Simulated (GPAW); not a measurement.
# Al (P-1) in GPAW: notebook

The runs below take Al through single point, with LDA, PBE.

Program: GPAW 26.7.0. These are calculated values, not measurements. Logs are shortened: lines on timing, memory, paths and dates and some standing lists are left out, and cuts for length are marked. The log counts tension as positive stress, the text compression.

### Step 1. The cell of the first run

The typed cell holds 1 atom: a = 2.824 Å, b = 2.645 Å, c = 2.800 Å, α = 110.77°, β = 108.30°, γ = 109.45°.

This isn't the form of Al at room conditions, which is fcc.

### Step 2. Single point, LDA (cell sheared at random, sigma 0.03, atoms nudged by 0.01 Å)

run.py

```python
from ase import Atoms
from ase.dft.bandgap import bandgap
from ase.io import write
from ase.units import GPa
from gpaw import GPAW, PW, setup_paths

setup_paths.insert(0, '.')

atoms = Atoms(['Al'],
              cell=[[-1.57590039, 1.65692361, 1.65798385],
                    [1.47947634, -1.59764145, 1.50227763],
                    [1.61445482, 1.63619588, -1.59870168]],
              scaled_positions=[[0.0, 0.0, 0.0]],
              pbc=True)

calc = GPAW(mode=PW(450),
            xc='LDA',
            kpts={'size': (9, 10, 9), 'gamma': True},
            occupations={'name': 'fermi-dirac', 'width': 0.05},
            setups={'Al': 'jth'},
            nbands=-6,
            maxiter=120,
            txt='gpaw.txt')
atoms.calc = calc
energy = atoms.get_potential_energy()
forces = atoms.get_forces()
stress = atoms.get_stress()
calc.write('gs.gpw')
write('result.traj', atoms)
print(f'Energy: {energy:.6f} eV')
print('Forces (eV/A):')
print(forces.round(4))
print('Stress (GPa):', (stress / GPa).round(3))
print('Fermi level:', round(calc.get_fermi_level(), 4), 'eV')
print(f'Gap: {bandgap(calc)[0]:.4f} eV, direct: {bandgap(calc, direct=True)[0]:.4f} eV')
```

Potentials or basis: JTH PAW 2.0, LDA, pw.

Run with:

```bash
> OMP_NUM_THREADS=1 python run.py
```

gpaw.txt:

```text
__  _  _
 | _ |_)|_||  |
 |__||  | ||/\| - 26.7.0

Input parameters:
  mode=PW(ecut=450.00000000000006),
  kpts=MonkhorstPack(size=(9, 10, 9), gamma=True),
  maxiter=120,
  nbands=-6,
  occupations=Occupations(name='fermi-dirac', width=0.05),
  setups={'Al': 'jth'},
  xc=XC(name='LDA')

Diagonalizing LCAO Hamiltonian
Converting LCAO to pw mode

       Al

Atoms  # Å, Bohr magnetons
|   | symbol |        x |        y |        z |    initial magnetic moments |
|---|--------|----------|----------|----------|-----------------------------|
| 0 |     Al | 0.000000 | 0.000000 | 0.000000 | ( 0.0000,  0.0000,  0.0000) |

Unit cell  # Å
| periodic |         x |         y |         z |  lengths |     angles |
|----------|-----------|-----------|-----------|----------|------------|
|      yes | -1.575900 |  1.656924 |  1.657984 | 2.824494 | 110.774947 |
|      yes |  1.479476 | -1.597641 |  1.502278 | 2.645401 | 108.304896 |
|      yes |  1.614455 |  1.636196 | -1.598702 | 2.799901 | 109.449141 |

Number of symmetries: 2
Symmetry operations  # r_c * U_cc + t_c -> r_c
|   | kind |            matrix            |
|---|------|------------------------------|
| 0 |  E   |  1, 0, 0,  0, 1, 0,  0, 0, 1 |
| 1 |  i   | -1, 0, 0,  0,-1, 0,  0, 0,-1 |

BZ-sampling:
  Number of BZ points: 810
  Number of IBZ points: 406

  Monkhorst-Pack size: [9, 10, 9]
  Monkhorst-Pack shift: [0.0, 0.05, 0.0]

K-points  # in reciprocal-cell coordinates
|     |                                coordinates |     weight |
|-----|--------------------------------------------|------------|
|   0 | (  0.00000000,   0.00000000,   0.00000000) | 0.00123457 |
|   1 | (  0.00000000,   0.00000000,   0.11111111) | 0.00246914 |
|   2 | (  0.00000000,   0.00000000,   0.22222222) | 0.00246914 |
|   3 | (  0.00000000,   0.00000000,   0.33333333) | 0.00246914 |
|   4 | (  0.00000000,   0.00000000,   0.44444444) | 0.00246914 |
|   5 | (  0.00000000,   0.10000000,  -0.44444444) | 0.00246914 |
|   6 | (  0.00000000,   0.10000000,  -0.33333333) | 0.00246914 |
|   7 | (  0.00000000,   0.10000000,  -0.22222222) | 0.00246914 |
|   8 | (  0.00000000,   0.10000000,  -0.11111111) | 0.00246914 |
|   9 | (  0.00000000,   0.10000000,   0.00000000) | 0.00246914 |
| ... |                                            |            |
| 405 | (  0.44444444,   0.50000000,   0.44444444) | 0.00246914 |

Plane wave coefficients: 358
Cutoff: 450.00000000000006 eV

Spin-components: 1 (collinear spins)
Bands:           7
Projectors:      4
Spin-degeneracy: 2
Datatype:        complex128

Parallelization:
  kpt:    1
  domain: 1
  band:   1

Density:
  Valence electrons: 3.0
  Components: 1
  Grid points: [14 14 14]
  Charge: 0.0  # |e|

Potential:
  Grid points: [14 14 14]

species:
  Al:
    name:    Aluminium
    Z:       13.0
    valence: 3
    core:    10
    charge:  0.0  # [|e|]
    compensation charges:
      type: sinc
      rc: 0.85  # [Å]
      lmax: 2
    cutoffs:
      filter: 1.01  # [Å]
      core: 2.44  # [Å]
    projectors
    | kind |    occ | energy [eV] | rcut [Å] |
    |------|--------|-------------|----------|
    |   3s |  2.000 |      -7.830 |    1.007 |
    |    s |        |      40.817 |    1.007 |
    |   3p |  1.000 |      -2.784 |    1.007 |
    |    p |        |      54.423 |    1.007 |

    Using partial waves for Al as LCAO basis

Reference energy: -6578.789024  # eV

eigensolver:
  PPCG
  Converge bands: occupied
  niter=2

density mixing:
  MSR1-Mixer
  Pratt-step length: 0.05
  Maximum mixing coefficient: 0.75
  Old densities: 10
  SVD Regularization: 0.005
  Good broyden scale: 1.0
  Trust region scale: 1.0
  Backstep threshold: 4.0
  History deletion threshold: 6.0
  Fourier metric: weight=20.0, sigma=0.015

occupation numbers:
  Fermi-Dirac:
    width: 0.0500  # eV

poisson solver:
  ecut: 3600.0000000000005  # eV

xc functional:
  name: None

convergence criteria:
- Maximum [total energy] change in last 3 cyles: 0.0005 eV / valence electron
- Maximum integral of absolute [dens]ity change: 0.0001 electrons / valence electron
- Maximum integral of absolute [eigenst]ate change: 4e-08 eV^2 / valence electron
maximum number of iterations: 120

SCF iterations
|iter     | |      energy | eigst |  dens |
|---------|-|-------------|-------|-------|
|iter:   1| |   -4.114771 | +0.15 |       |
|iter:   2| |   -4.115763 | -2.06 | -1.00 |
|iter:   3| |   -4.093282 | -3.34 | -1.02 |
|iter:   4| |   -4.091966 | -4.29 | -1.67 |
|iter:   5| |   -4.091939c| -5.70 | -2.67 |
|iter:   6| |   -4.091938c| -6.83 | -3.20 |
|iter:   7| |   -4.091938c| -8.04c| -4.43c|

Converged in 7 steps
Energy contributions relative to reference atoms: (reference = -6578.789024)

Energy contributions:
  Kinetic:           5.103870
  Coulomb:          -2.838712
  Zero:             -0.112308
  External:          0.000000
  Xc:               -6.243168
  Entropy:          -0.003240
  Spinorbit:         0.000000
  ----------------------------
  Free energy:      -4.093558
  Extrapolated:     -4.091938

dipole moment: (-2.823127, -3.153131, -2.904079)  # |e|*Ang

Fermi level: 7.086
Eigenvalues  # (at kpt = [0.000, 0.000, 0.000])
| band index |      eig [eV] | occ [0-2] |
|------------|---------------|-----------|
|          0 |        -4.217 |     2.000 |
|          1 |        19.511 |     0.000 |
|          2 |        20.373 |     0.000 |
|          3 |        20.797 |     0.000 |
|          4 |        20.868 |     0.000 |
|          5 |        21.275 |     0.000 |
|          6 |        22.788 |     0.000 |

No gap
No difference between direct/indirect transitions

Forces  # eV/Ang
|       x |       y |       z |
|---------|---------|---------|
| 0.00000 | 0.00000 | 0.00000 |  # Al   0

Stress tensor  # eV/Ang^3
|         x |         y |         z |
|-----------|-----------|-----------|
| -0.000463 |  0.001889 | -0.017527 |
|  0.001889 | -0.011816 |  0.008002 |
| -0.017527 |  0.008002 |  0.003126 |

# Writing to gs.gpw (mode='')
```

It took 19 s on 1 thread of Arm Neoverse V1, shared host; peak memory 0.15 GiB.

What came out:

```yaml
Free_energy: -4.0936 eV
Pressure: 0.5 GPa
Band_gap_on_the_k_mesh: none (metal or under the smearing width)
```

Stress tensor (GPa, compression positive):
```
 0.07 -0.30  2.81
-0.30  1.89 -1.28
 2.81 -1.28 -0.50
```

Caveat: the cutoff is short for stress and forces, so pressures can be off by a GPa or more; the program truncates these outside data sets.

### Step 3. Single point, PBE (cell sheared at random, sigma 0.03, atoms nudged by 0.01 Å)

run.py

```python
from ase.dft.bandgap import bandgap
from ase.io import read, write
from ase.units import GPa
from gpaw import GPAW, PW

atoms = read('Al.xyz')

calc = GPAW(mode=PW(500),
            xc='PBE',
            kpts={'size': (9, 10, 9), 'gamma': True},
            occupations={'name': 'fermi-dirac', 'width': 0.05},
            nbands=7,
            maxiter=120,
            txt='gpaw.txt')
atoms.calc = calc
energy = atoms.get_potential_energy()
forces = atoms.get_forces()
stress = atoms.get_stress()
calc.write('gs.gpw')
write('result.traj', atoms)
print(f'Energy: {energy:.6f} eV')
print('Forces (eV/A):')
print(forces.round(4))
print('Stress (GPa):', (stress / GPa).round(3))
print('Fermi level:', round(calc.get_fermi_level(), 4), 'eV')
print(f'Gap: {bandgap(calc)[0]:.4f} eV, direct: {bandgap(calc, direct=True)[0]:.4f} eV')
```

Al.xyz

```xyz
1
Lattice="-1.5759003900 1.6569236100 1.6579838500 1.4794763400 -1.5976414500 1.5022776300 1.6144548200 1.6361958800 -1.5987016800" Properties=species:S:1:pos:R:3 pbc="T T T"
Al     0.0000000000      0.0000000000      0.0000000000
```

Potentials or basis: GPAW PAW data sets (gpaw-data 1.2.1), pw.

Run with:

```bash
> OMP_NUM_THREADS=1 python run.py
```

Run time: 20 s. Hardware: 1 thread of Arm Neoverse V1, shared host; peak memory 0.16 GiB.

It converged, with:

- Free energy: -3.6157 eV
- Pressure: 4.3 GPa
- Band gap on the k mesh: none (metal or under the smearing width)

Stress tensor (GPa, compression positive):
```
 3.78 -0.51  3.16
-0.51  5.95 -1.57
 3.16 -1.57  3.28
```

Levels at points of the mesh, in eV from the Fermi level:
```tsv
k point	band 1	band 2	band 3	band 4
(0.00, 0.00, 0.00)	-11.34	12.47	13.33	13.83
(0.00, 0.50, 0.00)	-3.93	-2.96	7.12	7.44
```

Caveat: the cutoff is short for stress and forces, so pressures can be off by a GPa or more.
